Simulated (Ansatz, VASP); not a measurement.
## C in VASP and in Ansatz

INCAR

```
SYSTEM = C
  PREC = Accurate
  ENCUT = 520
  EDIFF = 1E-6
  ISMEAR = 0
  SIGMA = 0.1
  LREAL = .False.
  LASPH = .True.
  NELM = 150
  ALGO = Normal
  ISIF = 2
  LWAVE = .False.
  LCHARG = .False.
  ISPIN = 2
  MAGMOM = 1 1 1
  LORBIT = 11
  GGA = PE
  NBANDS = 17
```

Contents of KPOINTS:

```
Automatic mesh
0
Gamma
  8 8 4
  0 0 0
```

POSCAR

```
C
1.0
    1.1881884100     -1.7012909400      0.0000000000
    1.1881884100      1.7012909400      0.0000000000
    0.0000000000      0.0000000000      4.8843480900
C
3
Direct
    0.5000000000      0.5000000000      0.6905752200
    0.5000000000      0.5000000000      0.3094247800
    0.0000000000      0.0000000000      0.5000000000
```

Input for Ansatz:

```yaml
crystal:
  lattice:
    - [1.18818841, -1.70129094, 0.0]
    - [1.18818841, 1.70129094, 0.0]
    - [0.0, 0.0, 4.88434809]
  atoms:
    - { symbol: C, position: [0.5, 0.5, 0.69057522], spin: 1.0 }
    - { symbol: C, position: [0.5, 0.5, 0.30942478], spin: 1.0 }
    - { symbol: C, position: [0.0, 0.0, 0.5], spin: 1.0 }
basis:
  ecutwfc: 420
kpoints:
  mp_grid: { grid: [8, 8, 4] }
hamiltonian:
  xc: pbe
scf:
  occupations: { method: gaussian, width: 0.1 }
  lower_state_search: "off"
output:
  forces: true
  stress: true
  eigenvalues: true
  populations: true
magnetization:
  spin_polarized: true
```

Alike in both runs: task single point; functional PBE; k mesh 8 × 8 × 4; occupations gaussian, width 0.1 eV; collinear spin.

```csv
,VASP,Ansatz
version,VASP 6.6.1,Ansatz 0.2.0
potentials or method,"VASP PAW PBE potentials, release 64 (C)","scalar-relativistic, plane waves, PAW"
plane-wave cutoff (eV),520,420
valence electrons in the cell,12,12
```

```tsv
	VASP	Ansatz	Ansatz less VASP
gap on the k mesh at the Fermi level (eV)	none	none	-
rms of the force components (eV/Å)	1.858	1.826	-0.0324
net moment per atom (μB)	0.00	0.00	0.000
```

Atom by atom the forces differ by 0.032 eV/Å (rms over components). A gap of «none» marks a metal or a gap that the smearing closes. With one functional, cell and mesh, what is left measures potentials, basis and numerics. Ansatz warned: «seeded_moment_not_kept».

Caveats: the k mesh is coarse (spacing up to 0.40 Å⁻¹), so the values aren't converged; forces of over 1 eV/Å show positions far from the minimum, so gaps and moduli don't describe the material at rest.
